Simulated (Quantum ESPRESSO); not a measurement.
# Ba (Im-3m) in Quantum ESPRESSO: notebook, part 2 of 3

Quantum ESPRESSO 7.5.

## 3. Band structure, PBE, spin-orbit coupling, no magnetisation

Input file pw.in:

```
&CONTROL
  calculation = 'scf'
  prefix = 'pwscf'
  outdir = './tmp'
  pseudo_dir = './pseudo'
  tprnfor = .true.
  tstress = .true.
  disk_io = 'low'
/
&SYSTEM
  ibrav = 0
  A = 4.34138535
  nat = 1
  ntyp = 1
  ecutwfc = 44
  nbnd = 20
  occupations = 'smearing'
  smearing = 'fd'
  degauss = 0.00367493
  noncolin = .true.
  lspinorb = .true.
/
&ELECTRONS
  conv_thr = 2d-10
  electron_maxstep = 120
  mixing_beta = 0.5
/
ATOMIC_SPECIES
Ba   137.3270 Ba.upf
CELL_PARAMETERS alat
  -0.5773502691    0.5773502691    0.5773502691
   0.5773502691   -0.5773502691    0.5773502691
   0.5773502691    0.5773502691   -0.5773502691
ATOMIC_POSITIONS alat
Ba     0.0000000000    0.0000000000    0.0000000000
K_POINTS automatic
8 8 8 0 0 0
```

Input file bands.in:

```
&CONTROL
  calculation = 'bands'
  prefix = 'pwscf'
  outdir = './tmp'
  pseudo_dir = './pseudo'
  disk_io = 'low'
  verbosity = 'high'
/
&SYSTEM
  ibrav = 0
  A = 4.34138535
  nat = 1
  ntyp = 1
  ecutwfc = 44
  nbnd = 20
  occupations = 'smearing'
  smearing = 'fd'
  degauss = 0.00367493
  noncolin = .true.
  lspinorb = .true.
/
&ELECTRONS
  conv_thr = 1d-08
  electron_maxstep = 120
  mixing_beta = 0.5
  diago_full_acc = .true.
/
ATOMIC_SPECIES
Ba   137.3270 Ba.upf
CELL_PARAMETERS alat
  -0.5773502691    0.5773502691    0.5773502691
   0.5773502691   -0.5773502691    0.5773502691
   0.5773502691    0.5773502691   -0.5773502691
ATOMIC_POSITIONS alat
Ba     0.0000000000    0.0000000000    0.0000000000
K_POINTS crystal
60
 0.0000000000  0.0000000000  0.0000000000 1
 0.0416666667 -0.0416666667  0.0416666667 1
 0.0833333333 -0.0833333333  0.0833333333 1
 0.1250000000 -0.1250000000  0.1250000000 1
 0.1666666667 -0.1666666667  0.1666666667 1
 0.2083333333 -0.2083333333  0.2083333333 1
 0.2500000000 -0.2500000000  0.2500000000 1
 0.2916666667 -0.2916666667  0.2916666667 1
 0.3333333333 -0.3333333333  0.3333333333 1
 0.3750000000 -0.3750000000  0.3750000000 1
 0.4166666667 -0.4166666667  0.4166666667 1
 0.4583333333 -0.4583333333  0.4583333333 1
 0.5000000000 -0.5000000000  0.5000000000 1
 0.4375000000 -0.4375000000  0.5000000000 1
 0.3750000000 -0.3750000000  0.5000000000 1
 0.3125000000 -0.3125000000  0.5000000000 1
 0.2500000000 -0.2500000000  0.5000000000 1
 0.1875000000 -0.1875000000  0.5000000000 1
 0.1250000000 -0.1250000000  0.5000000000 1
 0.0625000000 -0.0625000000  0.5000000000 1
 0.0000000000  0.0000000000  0.5000000000 1
 0.0000000000  0.0000000000  0.4444444444 1
 0.0000000000  0.0000000000  0.3888888889 1
 0.0000000000  0.0000000000  0.3333333333 1
 0.0000000000  0.0000000000  0.2777777778 1
 0.0000000000  0.0000000000  0.2222222222 1
 0.0000000000  0.0000000000  0.1666666667 1
 0.0000000000  0.0000000000  0.1111111111 1
 0.0000000000  0.0000000000  0.0555555556 1
 0.0000000000  0.0000000000  0.0000000000 1
 0.0227272727  0.0227272727  0.0227272727 1
 0.0454545455  0.0454545455  0.0454545455 1
 0.0681818182  0.0681818182  0.0681818182 1
 0.0909090909  0.0909090909  0.0909090909 1
 0.1136363636  0.1136363636  0.1136363636 1
 0.1363636364  0.1363636364  0.1363636364 1
 0.1590909091  0.1590909091  0.1590909091 1
 0.1818181818  0.1818181818  0.1818181818 1
 0.2045454545  0.2045454545  0.2045454545 1
 0.2272727273  0.2272727273  0.2272727273 1
 0.2500000000  0.2500000000  0.2500000000 1
 0.2708333333  0.1875000000  0.2708333333 1
 0.2916666667  0.1250000000  0.2916666667 1
 0.3125000000  0.0625000000  0.3125000000 1
 0.3333333333  0.0000000000  0.3333333333 1
 0.3541666667 -0.0625000000  0.3541666667 1
 0.3750000000 -0.1250000000  0.3750000000 1
 0.3958333333 -0.1875000000  0.3958333333 1
 0.4166666667 -0.2500000000  0.4166666667 1
 0.4375000000 -0.3125000000  0.4375000000 1
 0.4583333333 -0.3750000000  0.4583333333 1
 0.4791666667 -0.4375000000  0.4791666667 1
 0.5000000000 -0.5000000000  0.5000000000 1
 0.2500000000  0.2500000000  0.2500000000 1
 0.2083333333  0.2083333333  0.2916666667 1
 0.1666666667  0.1666666667  0.3333333333 1
 0.1250000000  0.1250000000  0.3750000000 1
 0.0833333333  0.0833333333  0.4166666667 1
 0.0416666667  0.0416666667  0.4583333333 1
 0.0000000000  0.0000000000  0.5000000000 1
```

Potentials or basis: PseudoDojo 0.4 FR PBE standard.

The run is started by

```sh
$ OMP_NUM_THREADS=1 pw.x -in pw.in > pw.out
$ OMP_NUM_THREADS=1 pw.x -in bands.in > bands.out
```

pw.out:

```text
This program is part of the open-source Quantum ESPRESSO suite
     for quantum simulation of materials; please cite
[... 9 lines left out ...]
     --------------------
     sticks:   dense  smooth     PW     G-vecs:    dense   smooth      PW
     Sum         889     889    307                16757    16757    3367

     Using Slab Decomposition

     bravais-lattice index     =            0
     lattice parameter (alat)  =       8.2040  a.u.
     unit-cell volume          =     425.0693 (a.u.)^3
     number of atoms/cell      =            1
     number of atomic types    =            1
     number of electrons       =        10.00
     number of Kohn-Sham states=           20
     kinetic-energy cutoff     =      44.0000  Ry
     charge density cutoff     =     176.0000  Ry
     scf convergence threshold =      2.0E-10
     mixing beta               =       0.5000
     number of iterations used =            8  plain     mixing
     Exchange-correlation= PBE
                           (   1   4   3   4   0   0   0)
     Non magnetic calculation with spin-orbit

     celldm(1)=   8.204029  celldm(2)=   0.000000  celldm(3)=   0.000000
     celldm(4)=   0.000000  celldm(5)=   0.000000  celldm(6)=   0.000000

     crystal axes: (cart. coord. in units of alat)
               a(1) = (  -0.577350   0.577350   0.577350 )
               a(2) = (   0.577350  -0.577350   0.577350 )
               a(3) = (   0.577350   0.577350  -0.577350 )

     reciprocal axes: (cart. coord. in units 2 pi/alat)
               b(1) = (  0.000000  0.866025  0.866025 )
               b(2) = (  0.866025  0.000000  0.866025 )
               b(3) = (  0.866025  0.866025  0.000000 )

     PseudoPot. # 1 for Ba read from file:
     Ba.upf
     Pseudo is Norm-conserving + core correction, Zval = 10.0
     Generated using ONCVPSP code by D. R. Hamann
     Using radial grid of 1958 points, 10 beta functions with:
                l(1) =   0
                l(2) =   0
                l(3) =   1
                l(4) =   1
                l(5) =   1
                l(6) =   1
                l(7) =   2
                l(8) =   2
                l(9) =   2
               l(10) =   2

     atomic species   valence    mass     pseudopotential
     Ba               10.00   137.32700     Ba( 1.00)

     48 Sym. Ops., with inversion, found

   Cartesian axes

     site n.     atom                  positions (alat units)
         1        Ba     tau(   1) = (   0.0000000   0.0000000   0.0000000  )

     number of k points=    29  Fermi-Dirac smearing, width (Ry)=  0.0037
                       cart. coord. in units 2pi/alat
        k(    1) = (   0.0000000   0.0000000   0.0000000), wk =   0.0019531
        k(    2) = (   0.1082532   0.1082532   0.0000000), wk =   0.0234375
        k(    3) = (   0.2165064   0.2165064   0.0000000), wk =   0.0234375
        k(    4) = (   0.3247595   0.3247595   0.0000000), wk =   0.0234375
        k(    5) = (  -0.4330127  -0.4330127   0.0000000), wk =   0.0117188
        k(    6) = (   0.2165064   0.1082532   0.1082532), wk =   0.0468750
[... 21 lines left out ...]
        k(   28) = (  -0.8660254  -0.1082532  -0.1082532), wk =   0.0234375
        k(   29) = (  -0.8660254  -0.8660254  -0.8660254), wk =   0.0019531

     Dense  grid:    16757 G-vectors     FFT dimensions: (  36,  36,  36)

     Initial potential from superposition of free atoms

     starting charge       9.9834, renormalised to      10.0000
     Starting wfcs are   10 randomized atomic wfcs +   10 random wfcs

     Self-consistent Calculation

     iteration #  1     ecut=    44.00 Ry     beta= 0.50
     Davidson diagonalization with overlap
     ethr =  1.00E-02,  avg # of iterations =  8.7

     Threshold (ethr) on eigenvalues was too large:
     Diagonalizing with lowered threshold

     Davidson diagonalization with overlap
     ethr =  8.91E-06,  avg # of iterations =  8.3

     total energy              =     -56.21033998 Ry
     estimated scf accuracy    <       0.00092635 Ry

[... 30 lines left out ...]

          k =-0.4330-0.4330 0.0000 (  2098 PWs)   bands (ev):

   -22.9301 -22.9301  -9.5719  -9.5719  -7.6679  -7.6679  -7.3746  -7.3746
     4.9955   4.9955   6.5793   6.5793   7.1156   7.1156   9.0928   9.0928
     9.6751   9.6751  11.1208  11.1208

          k = 0.2165 0.1083 0.1083 (  2102 PWs)   bands (ev):

   -22.9564 -22.9564  -9.4653  -9.4653  -7.4519  -7.4519  -7.3363  -7.3363
     3.9397   3.9397   7.1451   7.1451   7.1987   7.1987   8.5918   8.5918
     8.6374   8.6374   9.3187   9.3187
[... 49 lines left out ...]
          k = 0.4330 0.3248 0.3248 (  2097 PWs)   bands (ev):

   -22.9280 -22.9280  -9.5740  -9.5740  -7.6242  -7.6242  -7.4760  -7.4760
     5.9921   5.9921   6.3605   6.3605   6.5324   6.5324   9.5686   9.5686
     9.6867   9.6867  10.3404  10.3404

          k = 0.0000-0.1083 0.3248 (  2086 PWs)   bands (ev):

   -22.9464 -22.9464  -9.5008  -9.5008  -7.5051  -7.5051  -7.3848  -7.3848
     4.3921   4.3921   7.0071   7.0071   7.2933   7.2933   8.0423   8.0423
     8.7547   8.7547   9.6897   9.6897

          k =-0.0000-0.2165 0.4330 (  2100 PWs)   bands (ev):

   -22.9315 -22.9315  -9.5578  -9.5578  -7.6222  -7.6222  -7.4089  -7.4089
     5.0698   5.0698   6.6190   6.6190   6.9830   6.9830   8.3847   8.3847
     9.6666   9.6666  10.0319  10.0319

          k = 0.1083-0.1083 0.4330 (  2095 PWs)   bands (ev):

   -22.9321 -22.9321  -9.5515  -9.5515  -7.5931  -7.5931  -7.4344  -7.4344
     5.0952   5.0952   6.4847   6.4847   7.2413   7.2413   8.1550   8.1550
     9.3701   9.3701   9.8013   9.8013

          k =-0.8660-0.3248-0.3248 (  2110 PWs)   bands (ev):

   -22.9254 -22.9254  -9.5819  -9.5819  -7.6686  -7.6686  -7.4182  -7.4182
     5.2497   5.2497   6.7299   6.7299   6.8683   6.8683   8.3047   8.3047
     9.9520   9.9520  11.0388  11.0388
[... 19 lines left out ...]
          k = 0.0000 0.0000 0.4330 (  2070 PWs)   bands (ev):

   -22.9330 -22.9330  -9.5440  -9.5440  -7.5445  -7.5445  -7.4744  -7.4744
     4.9814   4.9814   6.6242   6.6242   7.6957   7.6957   7.7996   7.7996
     8.8219   8.8219   9.5130   9.5130

          k =-0.0000-0.1083 0.5413 (  2081 PWs)   bands (ev):

   -22.9196 -22.9196  -9.5890  -9.5890  -7.6272  -7.6272  -7.5119  -7.5119
     5.5317   5.5317   6.1097   6.1097   7.7379   7.7379   7.9826   7.9826
     9.4156   9.4156   9.8342   9.8342

          k =-0.8660-0.2165-0.2165 (  2084 PWs)   bands (ev):

   -22.9140 -22.9140  -9.6082  -9.6082  -7.6666  -7.6666  -7.5199  -7.5199
     5.6528   5.6528   6.0539   6.0539   7.6629   7.6629   7.8058   7.8058
    10.2379  10.2379  10.8563  10.8563

          k =-0.7578-0.1083-0.2165 (  2081 PWs)   bands (ev):

   -22.9106 -22.9106  -9.6161  -9.6161  -7.6626  -7.6626  -7.5518  -7.5518
     5.7593   5.7593   5.8099   5.8099   7.4640   7.4640   8.8169   8.8169
     9.4859   9.4859  11.0276  11.0277

          k =-0.0000-0.0000 0.6495 (  2062 PWs)   bands (ev):

   -22.9076 -22.9076  -9.6225  -9.6225  -7.6361  -7.6361  -7.6019  -7.6019
     5.5971   5.5971   5.6689   5.6689   8.5565   8.5565   8.7430   8.7430
     9.2204   9.2204   9.9488   9.9488

          k =-0.8660-0.1083-0.1083 (  2076 PWs)   bands (ev):

   -22.9026 -22.9026  -9.6370  -9.6370  -7.6598  -7.6598  -7.6168  -7.6168
     5.4964   5.4964   5.5326   5.5326   8.6936   8.6936   8.9619   8.9619
    10.2344  10.2345  10.6890  10.6891

          k =-0.8660-0.8660-0.8660 (  2046 PWs)   bands (ev):

   -22.8978 -22.8978  -9.6497  -9.6497  -7.6556  -7.6556  -7.6556  -7.6556
     5.3415   5.3415   5.3415   5.3415   9.8430   9.8430  10.3528  10.3528
    10.3528  10.3528  10.5806  10.5806

     the Fermi energy is     5.8645 ev

!    total energy              =     -56.21050396 Ry
     estimated scf accuracy    <          4.3E-11 Ry
     smearing contrib. (-TS)   =      -0.00059539 Ry
     internal energy E=F+TS    =     -56.20990857 Ry

     The total energy is F=E-TS. E is the sum of the following terms:
     one-electron contribution =     -13.11698749 Ry
     hartree contribution      =       8.58569167 Ry
     xc contribution           =     -13.26250645 Ry
     ewald contribution        =     -38.41610630 Ry

     convergence has been achieved in   7 iterations

     Forces acting on atoms (cartesian axes, Ry/au):

     atom    1 type  1   force =     0.00000000    0.00000000    0.00000000

     Total force =     0.000000     Total SCF correction =     0.000000

     Computing stress (Cartesian axis) and pressure

          total   stress  (Ry/bohr**3)                   (kbar)     P=        0.18
   0.00000122   0.00000000   0.00000000            0.18        0.00        0.00
   0.00000000   0.00000122  -0.00000000            0.00        0.18       -0.00
  -0.00000000   0.00000000   0.00000122           -0.00        0.00        0.18

=------------------------------------------------------------------------------=
   JOB DONE.
=------------------------------------------------------------------------------=
```

Wall time 1.7 min (1 thread of Arm Neoverse V1, shared host); peak memory 0.11 GiB.

Results:

- Free energy: -764.7829 eV
- Pressure: 0.0 GPa
- Band gap on the k mesh: none (metal or under the smearing width)

Levels at the corners of the path, in eV from the Fermi level:
| point | band 7 | band 8 | band 9 | band 10 | band 11 | band 12 | band 13 | band 14 |
| --- | --- | --- | --- | --- | --- | --- | --- | --- |
| Γ | -13.16 | -13.16 | -2.73 | -2.73 | 1.83 | 1.83 | 1.83 | 1.83 |
| H | -13.52 | -13.52 | -0.52 | -0.52 | -0.52 | -0.52 | 3.98 | 3.98 |
| N | -13.24 | -13.24 | -0.87 | -0.87 | 0.71 | 0.71 | 1.25 | 1.25 |
| Γ | -13.16 | -13.16 | -2.73 | -2.73 | 1.83 | 1.83 | 1.83 | 1.83 |
| P | -13.43 | -13.43 | 0.42 | 0.42 | 0.60 | 0.60 | 0.60 | 0.60 |
| H | -13.52 | -13.52 | -0.52 | -0.52 | -0.52 | -0.52 | 3.98 | 3.98 |
| P | -13.43 | -13.43 | 0.42 | 0.42 | 0.60 | 0.60 | 0.60 | 0.60 |
| N | -13.24 | -13.24 | -0.87 | -0.87 | 0.71 | 0.71 | 1.25 | 1.25 |

## 4. Single point, rev-vdW-DF2, 59.21 Å³/atom

Input file pw.in:

```
&CONTROL
  calculation = 'scf'
  prefix = 'pwscf'
  outdir = './tmp'
  pseudo_dir = './pseudo'
  tprnfor = .true.
  tstress = .true.
  disk_io = 'nowf'
/
&SYSTEM
  ibrav = 0
  nat = 1
  ntyp = 1
  ecutwfc = 44
  nbnd = 10
  input_dft = 'vdw-df2-b86r'
  occupations = 'smearing'
  smearing = 'fd'
  degauss = 0.00367493
/
&ELECTRONS
  conv_thr = 2d-10
  electron_maxstep = 120
  mixing_beta = 0.5
/
ATOMIC_SPECIES
Ba   137.3270 Ba.upf
CELL_PARAMETERS angstrom
  -2.4553325815    2.4553325815    2.4553325815
   2.4553325815   -2.4553325815    2.4553325815
   2.4553325815    2.4553325815   -2.4553325815
ATOMIC_POSITIONS crystal
Ba     0.0000000000    0.0000000000    0.0000000000
K_POINTS automatic
8 8 8 0 0 0
```

Potentials or basis: PseudoDojo 0.4.1 SR PBE standard.

The run is started by

```sh
$ OMP_NUM_THREADS=1 pw.x -in pw.in > pw.out
```

It took 64 s on 1 thread of Intel Xeon 6975P-C (Granite Rapids), shared host; peak memory 0.08 GiB.

Results (log left out):

| Item | Value |
| --- | --- |
| Free energy | -764.8017 eV |
| Pressure | 0.0 GPa |
| Band gap on the k mesh | none (metal or under the smearing width) |

Caveat: the potentials were made for another functional, which shifts forces and pressure; this release of the barium file is off.

## 5. Single point, rev-vdW-DF2, 60.47 Å³/atom

Edit pw.in of step 4 so:

```diff
@@ -28,5 +28,5 @@
 CELL_PARAMETERS angstrom
-  -2.4553325815    2.4553325815    2.4553325815
-   2.4553325815   -2.4553325815    2.4553325815
-   2.4553325815    2.4553325815   -2.4553325815
+  -2.4726242257    2.4726242257    2.4726242257
+   2.4726242257   -2.4726242257    2.4726242257
+   2.4726242257    2.4726242257   -2.4726242257
 ATOMIC_POSITIONS crystal
```

The run is started by

```sh
$ OMP_NUM_THREADS=1 pw.x -in pw.in > pw.out
```

Wall time 64 s (1 thread of Intel Xeon 6975P-C (Granite Rapids), shared host); peak memory 0.08 GiB.

Results (log left out):

```yaml
Free_energy: -764.8008 eV
Pressure: -0.2 GPa
Band_gap_on_the_k_mesh: none (metal or under the smearing width)
```

Caveat: the potentials were made for another functional, which shifts forces and pressure; this release of the barium file is off.

## 6. Single point, rev-vdW-DF2, 61.73 Å³/atom

Edit pw.in of step 5 so:

```diff
@@ -28,5 +28,5 @@
 CELL_PARAMETERS angstrom
-  -2.4726242257    2.4726242257    2.4726242257
-   2.4726242257   -2.4726242257    2.4726242257
-   2.4726242257    2.4726242257   -2.4726242257
+  -2.4896773455    2.4896773455    2.4896773455
+   2.4896773455   -2.4896773455    2.4896773455
+   2.4896773455    2.4896773455   -2.4896773455
 ATOMIC_POSITIONS crystal
```

Potentials or basis: PseudoDojo 0.4.1 SR PBE standard.

The run is started by

```sh
$ OMP_NUM_THREADS=1 pw.x -in pw.in > pw.out
```

Run time: 64 s. Hardware: 1 thread of Intel Xeon 6975P-C (Granite Rapids), shared host; peak memory 0.08 GiB.

It converged, with:

| Property | Result |
| --- | --- |
| Free energy | -764.7986 eV |
| Pressure | -0.4 GPa |
| Band gap on the k mesh | none (metal or under the smearing width) |

Caveat: the potentials were made for another functional, which shifts forces and pressure; this release of the barium file is off.

## 7. Single point, rev-vdW-DF2, 62.99 Å³/atom

Edit pw.in of step 6 so:

```diff
@@ -28,5 +28,5 @@
 CELL_PARAMETERS angstrom
-  -2.4896773455    2.4896773455    2.4896773455
-   2.4896773455   -2.4896773455    2.4896773455
-   2.4896773455    2.4896773455   -2.4896773455
+  -2.5065000000    2.5065000000    2.5065000000
+   2.5065000000   -2.5065000000    2.5065000000
+   2.5065000000    2.5065000000   -2.5065000000
 ATOMIC_POSITIONS crystal
```

The run is started by

```sh
$ OMP_NUM_THREADS=1 pw.x -in pw.in > pw.out
```

Wall time 64 s (1 thread of Intel Xeon 6975P-C (Granite Rapids), shared host); peak memory 0.08 GiB.

It converged, with:

```
Free energy            : -764.7950 eV
Pressure               : -0.5 GPa
Band gap on the k mesh : none (metal or under the smearing width)
```

Caveat: the potentials were made for another functional, which shifts forces and pressure; this release of the barium file is off.

## 8. Single point, rev-vdW-DF2, 64.25 Å³/atom

Edit pw.in of step 7 so:

```diff
@@ -28,5 +28,5 @@
 CELL_PARAMETERS angstrom
-  -2.5065000000    2.5065000000    2.5065000000
-   2.5065000000   -2.5065000000    2.5065000000
-   2.5065000000    2.5065000000   -2.5065000000
+  -2.5230998215    2.5230998215    2.5230998215
+   2.5230998215   -2.5230998215    2.5230998215
+   2.5230998215    2.5230998215   -2.5230998215
 ATOMIC_POSITIONS crystal
```

The run is started by

```sh
$ OMP_NUM_THREADS=1 pw.x -in pw.in > pw.out
```

It took 64 s on 1 thread of Intel Xeon 6975P-C (Granite Rapids), shared host; peak memory 0.08 GiB.

Results (log left out):

| Item | Value |
| --- | --- |
| Free energy | -764.7901 eV |
| Pressure | -0.7 GPa |
| Band gap on the k mesh | none (metal or under the smearing width) |

Caveat: the potentials were made for another functional, which shifts forces and pressure; this release of the barium file is off.

## 9. Single point, rev-vdW-DF2, 65.51 Å³/atom

Edit pw.in of step 8 so:

```diff
@@ -28,5 +28,5 @@
 CELL_PARAMETERS angstrom
-  -2.5230998215    2.5230998215    2.5230998215
-   2.5230998215   -2.5230998215    2.5230998215
-   2.5230998215    2.5230998215   -2.5230998215
+  -2.5394840457    2.5394840457    2.5394840457
+   2.5394840457   -2.5394840457    2.5394840457
+   2.5394840457    2.5394840457   -2.5394840457
 ATOMIC_POSITIONS crystal
```

Potentials or basis: PseudoDojo 0.4.1 SR PBE standard.

The run is started by

```sh
$ OMP_NUM_THREADS=1 pw.x -in pw.in > pw.out
```

Run time: 64 s. Hardware: 1 thread of Intel Xeon 6975P-C (Granite Rapids), shared host; peak memory 0.08 GiB.

It converged, with:

| Quantity | Value |
| --- | --- |
| Free energy | -764.7842 eV |
| Pressure | -0.8 GPa |
| Band gap on the k mesh | none (metal or under the smearing width) |

Caveat: the potentials were made for another functional, which shifts forces and pressure; this release of the barium file is off.

(Part 2 of 3 ends here.)
